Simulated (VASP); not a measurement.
# CaS (Fm-3m) in VASP: a series of runs

One crystal, CaS, is run at these levels: LDA; tasks: single point, relaxation of cell and atoms.

Program: VASP 6.6.1. These are calculated values, not measurements. Logs are shortened: lines on timing, memory, paths and dates and some standing lists are left out, and cuts for length are marked.

**1. Starting point**

It takes space group Fm-3m (No. 225, cubic). The conventional cell has a = 5.564 Å, b = 5.564 Å, c = 5.564 Å, α = 90.00°, β = 90.00°, γ = 90.00°. Ca (site symmetry m-3m) is surrounded by 6 S at 2.78 Å. S (site symmetry m-3m) is surrounded by 6 Ca at 2.78 Å.

The cell comes from a database or a generator and needn't be the stable form of this composition.

**2. Single point, LDA**

Contents of INCAR:

```
PREC = Accurate ; ENCUT = 520
EDIFF = 1E-7 ; ISMEAR = 0
SIGMA = 0.02 ; LREAL = F
LASPH = T ; NELM = 100
ALGO = Normal ; ISIF = 2
LWAVE = F ; LCHARG = T
GGA = CA ; LELF = T
LVHAR = T ; NBANDS = 15
```

Contents of KPOINTS:

```
Automatic mesh
0
Gamma
  8 8 8
```

Contents of POSCAR:

```
CaS
1.0
    0.0000000000      2.7820362447      2.7820362447
    2.7820362447      0.0000000000      2.7820362447
    2.7820362447      2.7820362447      0.0000000000
Ca S
1 1
Direct
    0.0000000000      0.0000000000      0.0000000000
    0.5000000000      0.5000000000      0.5000000000
```

Potentials or basis: VASP PAW LDA potentials, release 64 (Ca_sv, S).

Launch:

```bash
> cat potpaw_LDA.64/Ca_sv/POTCAR potpaw_LDA.64/S/POTCAR > POTCAR
> mpirun -np 1 vasp_std > vasp.out
```

OUTCAR:

```text
PREC = Accurate
   ENCUT = 520
   EDIFF = 1E-7
   ISMEAR = 0
   LREAL = F
   LASPH = T
   NELM = 100
   ISIF = 2
   GGA = CA

 ion  position               nearest neighbor table
   1  0.000  0.000  0.000-   2 2.78   2 2.78   2 2.78   2 2.78   2 2.78   2 2.78
   2  0.500  0.500  0.500-   1 2.78   1 2.78   1 2.78   1 2.78   1 2.78   1 2.78

  LATTYP: Found a face centered cubic cell.
 ALAT       =     5.5640724894

  Lattice vectors:

 A1 = (   0.0000000000,   2.7820362447,   2.7820362447)
 A2 = (   2.7820362447,   0.0000000000,   2.7820362447)
 A3 = (   2.7820362447,   2.7820362447,   0.0000000000)

Analysis of symmetry for initial positions (statically):
=====================================================================
 Subroutine PRICEL returns:
 Original cell was already a primitive cell.

 Routine SETGRP: Setting up the symmetry group for a
 face centered cubic supercell.

 Subroutine GETGRP returns: Found 48 space group operations
 (whereof 48 operations were pure point group operations)
 out of a pool of 48 trial point group operations.

The static configuration has the point symmetry O_h .

Analysis of symmetry for dynamics (positions and initial velocities):
=====================================================================
 Subroutine PRICEL returns:
 Original cell was already a primitive cell.

 Routine SETGRP: Setting up the symmetry group for a
 face centered cubic supercell.

 Subroutine GETGRP returns: Found 48 space group operations
 (whereof 48 operations were pure point group operations)
 out of a pool of 48 trial point group operations.

The dynamic configuration has the point symmetry O_h .

 Subroutine INISYM returns: Found 48 space group operations
 (whereof 48 operations are pure point group operations),
 and found     1 'primitive' translations

----------------------------------------------------------------------------------------

                                     Primitive cell

  volume of cell :      43.0644

  direct lattice vectors                    reciprocal lattice vectors
     0.000000000  2.782036245  2.782036245    -0.179724474  0.179724474  0.179724474
     2.782036245  0.000000000  2.782036245     0.179724474 -0.179724474  0.179724474
     2.782036245  2.782036245  0.000000000     0.179724474  0.179724474 -0.179724474

  length of vectors
     3.934393388  3.934393388  3.934393388     0.311291920  0.311291920  0.311291920

  position of ions in fractional coordinates (direct lattice)
     0.000000000  0.000000000  0.000000000
     0.500000000  0.500000000  0.500000000

  ion indices of the primitive-cell ions
   primitive index   ion index
                 1           1
                 2           2

----------------------------------------------------------------------------------------

 KPOINTS: Automatic mesh

Automatic generation of k-mesh.
 Grid dimensions read from file:
 generate k-points for:    8    8    8

 Generating k-lattice:

  Cartesian coordinates                     Fractional coordinates (reciprocal lattice)
    -0.022465559  0.022465559  0.022465559     0.125000000  0.000000000  0.000000000
     0.022465559 -0.022465559  0.022465559     0.000000000  0.125000000  0.000000000
     0.022465559  0.022465559 -0.022465559     0.000000000  0.000000000  0.125000000

  Length of vectors
     0.038911490  0.038911490  0.038911490

  Shift w.r.t. Gamma in fractional coordinates (k-lattice)
     0.000000000  0.000000000  0.000000000

 Subroutine IBZKPT returns following result:
 ===========================================

 Found     29 irreducible k-points:

 Following reciprocal coordinates:
            Coordinates               Weight
  0.000000  0.000000  0.000000      1.000000
  0.125000  0.000000  0.000000      8.000000
  0.250000  0.000000  0.000000      8.000000
  0.375000  0.000000  0.000000      8.000000
  0.500000  0.000000  0.000000      4.000000
  0.125000  0.125000  0.000000      6.000000
[... 16 lines left out ...]
  0.500000  0.250000  0.125000     48.000000
 -0.375000  0.250000  0.125000     24.000000
 [... further k-points ...]
   k-points           NKPTS =     29   k-points in BZ     NKDIM =     29   number of bands    NBANDS=     15
   number of dos      NEDOS =    301   number of ions     NIONS =      2
   total plane-waves  NPLWV =  27000
   dimension x,y,z NGX =    30 NGY =   30 NGZ =   30
   dimension x,y,z NGXF=    60 NGYF=   60 NGZF=   60
   ions per type =               1   1
   NGX,Y,Z   is equivalent  to a cutoff of  12.68, 12.68, 12.68 a.u.
   NGXF,Y,Z  is equivalent  to a cutoff of  25.35, 25.35, 25.35 a.u.
 SYSTEM =  unknown system
   PREC   = accura    normal or accurate (medium, high low for compatibility)
   ISTART =      0    job   : 0-new  1-cont  2-samecut
   ICHARG =      2    charge: 1-file 2-atom 10-const
   ISPIN  =      1    spin polarized calculation?
   LNONCOLLINEAR =      F non collinear calculations
   LSORBIT =      F    spin-orbit coupling
   LASPH  =      T    aspherical Exc in radial PAW
   ENCUT  =  520.0 eV  38.22 Ry    6.18 a.u.   7.32  7.32  7.32*2*pi/ulx,y,z
   NELM   =    100;   NELMIN=  2; NELMDL= -5     # of ELM steps
   EDIFF  = 0.1E-06   stopping-criterion for ELM
   LREAL  =      F    real-space projection
   EDIFFG = 0.1E-05   stopping-criterion for IOM
   NSW    =      0    number of steps for IOM
   IBRION =     -1    ionic relax: 0-MD 1-quasi-New 2-CG
   NFREE  =      0    steps in history (QN), initial steepest desc. (CG)
   ISIF   =      2    stress and relaxation
   ISYM   =      2    0-nonsym 1-usesym 2-fastsym
   POTIM  = 0.5000    time-step for ionic-motion
   TEBEG  =    0.0;   TEEND  =   0.0 temperature during run
   PSTRESS=    0.0 pullay stress
   NELECT =      16.0000    total number of electrons
   NUPDOWN=      -1.0000    fix difference up-down
   EMIN   =  10.00;   EMAX   =-10.00  energy-range for DOS
   EFERMI =   0.00;   METHOD = LEGACY
   ISMEAR =     0;   SIGMA  =   0.02  broadening in eV -4-tet -1-fermi 0-gaus
   EFERMI_NEDOS =   21; number of points for ismear=-14 and -15
   IALGO  =     38    algorithm
   IMIX   =      4    mixing-type and parameters
     AMIX     =   0.40;   BMIX     =  1.00
     AMIX_MAG =   1.60;   BMIX_MAG =  1.00
  volume/ion in A,a.u.               =      21.53       145.31
  Fermi-wavevector in a.u.,A,eV,Ry     =   1.176907  2.224031 18.845558  1.385109
  Thomas-Fermi vector in A             =   2.313262
   LORBIT       =      0    0 simple, 1 ext, 2 COOP (PROOUT), +10 PAW based schemes
   GGA     = CA    functional components
   LHFCALC =     F    Hartree Fock is set to
   AEXX    =    0.0000 exact exchange contribution
   IVDW    =     0    specifies the selected vdW correction
   LEPSILON=     F    determine dielectric tensor
   LRPA    =     F    only Hartree local field effects (RPA)
 non-spin polarized calculation
 Gauss-broadening in eV      SIGMA  =   0.02
  energy-cutoff  :      520.00
  volume of cell :       43.06
 maximum number of plane-waves:      1211
 NGX is ok and might be reduce to    30
   NGX = 15   NGY = 15   NGZ = 15

 number of electron      15.9999997 magnetization

 Free energy of the ion-electron system (eV)
  ---------------------------------------------------
  ext. energy  EPLUGINS =         0.00000000
  ---------------------------------------------------
  free energy    TOTEN  =       -11.43352226 eV

  energy without entropy =      -11.43352226  energy(sigma->0) =      -11.43352226

 E-fermi :   3.2073     XC(G=0):  -9.9985

 val. band max:        3.0824163925   @ k =   0.0000   0.0000   0.0000
 cond. band min:       5.0444317336   @ k =   0.5000   0.5000   0.0000
 fundamental gap:      1.9620153412
 Fermi energy:         3.2073208601

 k-point     1 :       0.0000    0.0000    0.0000
  band No.  band energies     occupation
      1     -35.4317      2.00000
      2     -16.7185      2.00000
      3     -16.7185      2.00000
      4     -16.7185      2.00000
      5      -8.4516      2.00000
      6       3.0824      2.00000
      7       3.0824      2.00000
      8       3.0824      2.00000
      9       7.0157      0.00000
     10       7.0157      0.00000
     11       7.0157      0.00000
     12       7.4178      0.00000
     13       7.7215      0.00000
     14       7.7215      0.00000
     15      13.8689      0.00000

 k-point     2 :       0.1250    0.0000    0.0000
  band No.  band energies     occupation
      1     -35.4291      2.00000
      2     -16.7559      2.00000
      3     -16.7212      2.00000
      4     -16.7212      2.00000
      5      -8.3189      2.00000
      6       2.3468      2.00000
      7       2.8094      2.00000
      8       2.8094      2.00000
      9       7.0602      0.00000
     10       7.2705      0.00000
     11       7.2705      0.00000
     12       8.1929      0.00000
     13       8.1929      0.00000
     14       8.2023      0.00000
     15      14.1611      0.00000

 k-point     3 :       0.2500    0.0000    0.0000
  band No.  band energies     occupation
      1     -35.4227      2.00000
      2     -16.8437      2.00000
      3     -16.7276      2.00000
      4     -16.7276      2.00000
      5      -7.9816      2.00000
      6       1.0617      2.00000
      7       2.2895      2.00000
      8       2.2895      2.00000
      9       7.2121      0.00000
     10       7.9130      0.00000
     11       7.9130      0.00000
     12       9.3441      0.00000
     13       9.3441      0.00000
     14       9.5945      0.00000
     15      13.7175      0.00000

 k-point     4 :       0.3750    0.0000    0.0000
  band No.  band energies     occupation
      1     -35.4163      2.00000
      2     -16.9284      2.00000
      3     -16.7340      2.00000
      4     -16.7340      2.00000
      5      -7.6113      2.00000
      6       0.0393      2.00000
      7       1.8811      2.00000
      8       1.8811      2.00000
      9       7.6922      0.00000
     10       8.7774      0.00000
     11       8.7774      0.00000
     12       9.8196      0.00000
     13      10.6469      0.00000
     14      10.6469      0.00000
     15      13.1617      0.00000
[... 307 lines left out ...]
 k-point    22 :       0.3750    0.2500    0.1250
  band No.  band energies     occupation
      1     -35.4180      2.00000
      2     -16.8571      2.00000
      3     -16.7658      2.00000
      4     -16.7384      2.00000
      5      -7.8281      2.00000
      6       0.6986      2.00000
      7       2.0974      2.00000
      8       2.1223      2.00000
      9       6.6486      0.00000
     10       8.3955      0.00000
     11       8.7700      0.00000
     12       8.9764      0.00000
     13       9.6180      0.00000
     14      11.4241      0.00000
     15      13.0056      0.00000

 k-point    23 :       0.5000    0.2500    0.1250
  band No.  band energies     occupation
      1     -35.4129      2.00000
      2     -16.8989      2.00000
      3     -16.7847      2.00000
      4     -16.7488      2.00000
      5      -7.6052      2.00000
      6       0.3135      2.00000
      7       1.6062      2.00000
      8       1.8474      2.00000
      9       7.2217      0.00000
     10       8.9832      0.00000
     11       9.2625      0.00000
     12       9.4196      0.00000
     13      10.1243      0.00000
     14      11.7909      0.00000
     15      12.1417      0.00000

 k-point    24 :      -0.3750    0.2500    0.1250
  band No.  band energies     occupation
      1     -35.4108      2.00000
      2     -16.9168      2.00000
      3     -16.7892      2.00000
      4     -16.7555      2.00000
      5      -7.5097      2.00000
      6       0.1684      2.00000
      7       1.4014      2.00000
      8       1.7467      2.00000
      9       7.9702      0.00000
     10       8.3096      0.00000
     11       9.5825      0.00000
     12       9.9977      0.00000
     13      10.2812      0.00000
     14      11.2574      0.00000
     15      12.7464      0.00000

 [... further k-points ...]

------------------------ aborting loop because EDIFF is reached ----------------------------------------

  FORCE on cell =-STRESS in cart. coord.  units (eV):
  Direction    XX          YY          ZZ          XY          YZ          ZX
  --------------------------------------------------------------------------------------
  -------------------------------------------------------------------------------------
  Total        0.0710027      0.0710027      0.0710027      0.0000000      0.0000000      0.0000000
  in kB        2.6415987      2.6415987      2.6415987      0.0000000      0.0000000      0.0000000
  external PRESSURE =       2.6415987 kB  Pullay stress =       0.0000000 kB

 VOLUME and BASIS-vectors are now :
 -----------------------------------------------------------------------------
  energy-cutoff  :      520.00
  volume of cell :       43.06
      direct lattice vectors                 reciprocal lattice vectors
     0.000000000  2.782036245  2.782036245    -0.179724474  0.179724474  0.179724474
     2.782036245  0.000000000  2.782036245     0.179724474 -0.179724474  0.179724474
     2.782036245  2.782036245  0.000000000     0.179724474  0.179724474 -0.179724474

 POSITION                                       TOTAL-FORCE (eV/Angst)
 -----------------------------------------------------------------------------------
      0.00000      0.00000      0.00000         0.000000      0.000000      0.000000
      2.78204      2.78204      2.78204         0.000000     -0.000000     -0.000000
 -----------------------------------------------------------------------------------
    total drift:                               -0.000000      0.000000      0.000000

  FREE ENERGIE OF THE ION-ELECTRON SYSTEM (eV)
  ---------------------------------------------------
  free  energy   TOTEN  =       -11.4335222634 eV

  energy  without entropy=      -11.4335222634  energy(sigma->0) =      -11.43352226
```

Wall time 20 s (1 thread of Intel Xeon Platinum 8259CL at 2.50GHz (Skylake/Cascade Lake), shared host); peak memory 0.16 GiB.

Results:

| Item | Value |
| --- | --- |
| Free energy | -11.4335 eV |
| Pressure | 0.3 GPa |
| Band gap on the k mesh | 1.96 eV, indirect (least direct gap 2.83 eV) |

**3. Relaxation of cell and atoms, LDA**

This run uses another cell than the first one, of 23.21 Å³/atom, 1.078 times its volume.

Contents of INCAR:

```
SYSTEM = CaS
ALGO = Fast ; EDIFF = 1E-7
EDIFFG = -0.002 ; ENCUT = 600
IBRION = 2 ; ISIF = 3
ISMEAR = 0 ; LASPH = .TRUE.
LCHARG = .FALSE. ; LREAL = .FALSE.
LWAVE = .FALSE. ; NELM = 100
NSW = 100 ; PREC = Accurate
SIGMA = 0.02
```

Contents of KPOINTS:

```
k-points
0
G
  8 8 8
  0 0 0
```

Contents of POSCAR:

```
CaS
1.0
    0.0000000000      2.8523742900      2.8523742900
    2.8523742900      0.0000000000      2.8523742900
    2.8523742900      2.8523742900      0.0000000000
Ca S
1 1
Direct
    0.0000000000      0.0000000000      0.0000000000
    0.5000000000      0.5000000000      0.5000000000
```

Potentials or basis: VASP PAW LDA potentials, release 64 (Ca_sv, S).

Launch:

```bash
> cat potpaw_LDA.64/Ca_sv/POTCAR potpaw_LDA.64/S/POTCAR > POTCAR
> mpirun -np 1 vasp_std > vasp.out
```

It took 80 s on 1 thread of Intel Xeon Platinum 8259CL at 2.50GHz (Skylake/Cascade Lake), shared host; peak memory 0.18 GiB.

Results (log left out):

| Property | Result |
| --- | --- |
| Free energy | -11.4344 eV |
| Relaxed volume | 21.63 Å³/atom |
| Relaxed cell | a = 3.940 Å, b = 3.940 Å, c = 3.940 Å, α = 60.00°, β = 60.00°, γ = 60.00° |
| Space group after relaxing (to 0.05 Å) | Fm-3m (No. 225) |
| Energy gained by relaxing | 21.4 meV/atom |
| Ionic steps | 3 |
| Pressure after relaxing | 0.0 GPa |
| Band gap on the k mesh | 1.97 eV, indirect (least direct gap 2.84 eV) |

The path:
| step | energy change (eV) | largest force (eV/Å) | pressure (GPa) | volume (Å³) |
| --- | --- | --- | --- | --- |
| 1 | 0.0000 | 0.0000 | -4.10 | 46.41 |
| 2 | -0.0403 | 0.0000 | 1.17 | 42.54 |
| 3 | -0.0429 | 0.0000 | 0.01 | 43.25 |

Final structure:
```
Ca S
1.0
     0.00000    2.78612    2.78612
     2.78612    0.00000    2.78612
     2.78612    2.78612    0.00000
Ca S
1 1
Cartesian
  0.0000 0.0000 0.0000
  2.7861 2.7861 2.7861
```

Levels at points of the mesh, in eV from the valence-band top:
| k point | band 4 | band 5 | band 6 | band 7 | band 8 | band 9 | band 10 | band 11 | band 12 |
| --- | --- | --- | --- | --- | --- | --- | --- | --- | --- |
| (0.00, 0.00, 0.00) | -19.81 | -11.52 | 0.00 | 0.00 | 0.00 | 3.94 | 3.94 | 3.94 | 4.31 |
| (0.50, 0.00, 0.00) | -19.83 | -10.52 | -3.42 | -1.34 | -1.34 | 5.15 | 6.10 | 6.21 | 6.21 |
| (0.50, 0.50, 0.00) | -19.88 | -10.81 | -2.45 | -0.87 | -0.87 | 1.97 | 5.58 | 6.10 | 6.88 |

**4. Single point, LDA**

Contents of INCAR:

```
PREC     = Accurate       # precision mode
ENCUT    = 520            # plane-wave cutoff, eV
EDIFF    = 1E-6           # SCF threshold, eV
ISMEAR   = 0              # smearing method
SIGMA    = 0.02           # smearing width, eV
LREAL    = False          # projectors in reciprocal space
LASPH    = True           # aspherical terms in the spheres
NELM     = 100            # most SCF steps
ALGO     = Normal         # electronic algorithm
ISIF     = 2              # what is computed and relaxed
LWAVE    = False          # write WAVECAR
LCHARG   = True           # write CHGCAR
LELF     = True           # ELF
LVHAR    = True         
NBANDS   = 15             # bands
```

Contents of KPOINTS:

```
Automatic mesh
0
Gamma
  8 8 8
```

Contents of POSCAR:

```
CaS
1.0
    0.0000000000      2.7820362447      2.7820362447
    2.7820362447      0.0000000000      2.7820362447
    2.7820362447      2.7820362447      0.0000000000
Ca S
1 1
Direct
    0.0000000000      0.0000000000      0.0000000000
    0.5000000000      0.5000000000      0.5000000000
```

Launch:

```bash
> cat potpaw_LDA.64/Ca_sv/POTCAR potpaw_LDA.64/S/POTCAR > POTCAR
> mpirun -np 1 vasp_std > vasp.out
```

Wall time 30 s (1 thread of Intel Xeon Platinum 8259CL at 2.50GHz (Skylake/Cascade Lake), shared host); peak memory 0.16 GiB.

The run converged. Its results:

```yaml
Free_energy: -11.4335 eV
Pressure: 0.3 GPa
Band_gap_on_the_k_mesh: 1.96 eV, indirect (least direct gap 2.83 eV)
```

Levels at points of the mesh, in eV from the valence-band top:
```csv
k point,band 5,band 6,band 7,band 8,band 9,band 10,band 11,band 12
"(0.00, 0.00, 0.00)",-11.53,0.00,0.00,0.00,3.93,3.93,3.93,4.34
"(0.50, 0.00, 0.00)",-10.53,-3.43,-1.35,-1.35,5.16,6.11,6.23,6.23
"(0.50, 0.50, 0.00)",-10.82,-2.46,-0.87,-0.87,1.96,5.59,6.12,6.89
```

A k mesh can miss the band edges. A hybrid or GW would open this gap; LDA tends to underestimate it.
